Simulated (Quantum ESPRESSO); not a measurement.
**Pb in Quantum ESPRESSO: the effect of target pressure**

The system is Pb.

```xyz
1
Lattice="0.0000 2.4750 2.4750 2.4750 0.0000 2.4750 2.4750 2.4750 0.0000" Properties=species:S:1:pos:R:3 pbc="T T T"
Pb    0.0000    0.0000    0.0000
```

Alike in all runs:

```yaml
Program: Quantum ESPRESSO 7.5
Task: phonons
Functional: PBEsol
Potentials_or_basis: PseudoDojo 0.4.1 SR PBEsol standard
Cutoff: 762 eV
Density_cutoff: 3048 eV
k_mesh: 6 × 6 × 6
Occupations: cold, width 0.2 eV
Spin: no spin polarisation
```

Each run relaxes the cell or the atoms first.

| target pressure | relaxed volume (Å³/atom) | highest phonon frequency (cm⁻¹) |
| --- | --- | --- |
| 0 GPa | ? | ? |
| 10 GPa | 26.15 | 103 |
| 25 GPa | 23.05 | 137 |
| 50 GPa | 20.30 | 177 |
| 80 GPa | 18.34 | 215 |

Task: What does the run with target pressure 0 GPa give?

Result: Relaxed volume 30.67 Å³/atom; highest phonon frequency 67 cm⁻¹.

Worked out: In Murnaghan's law V^(-B') rises as a straight line in P. The other rows fit best with B' = 3.8, V0 = 30.00 Å³/atom and B0 = 55 GPa, which gives 30.00 Å³/atom at 0 GPa, against the run's 30.67. A parabola through the other rows of the highest phonon frequency, of slope 2.41 cm⁻¹ per GPa there, extrapolates to 81 cm⁻¹, against the run's 67.

Caveats: all runs use coarse meshes; the mesh is thin for the phonons of a metal; the cell is more than 3 GPa from zero pressure, which shifts response properties (some runs); the volume moved by over 15 % at a fixed basis, so the end points are rough (some runs).

Runs at the PBE level aren't shown here.
